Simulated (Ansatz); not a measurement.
Data:

```xyz
2
Lattice="4.3735 0.0000 0.0000 -2.1867 3.7875 0.0000 2.1867 -1.2625 3.5709" Properties=species:S:1:pos:R:3 pbc="T T T"
Al     0.0000     0.0000     0.0000
Sb     4.3735     0.0000     2.6782
```

The cell is taken as given.

Transport runs along the normal of the first two printed cell vectors, the (111) plane of the conventional cell.

The gap is the functional's own, uncorrected, and κ follows it; spin-orbit coupling is left out. Mid-gap means the computed energy nearest the middle.

**Question.** State the band gap and the smallest decay constant κ at mid-gap according to Ansatz (a program for electronic structure) with r2SCAN.

**Answer.** Gap 1.53 eV on a 8×8×8 mesh; κ = 0.100 1/Å, at the zone centre.
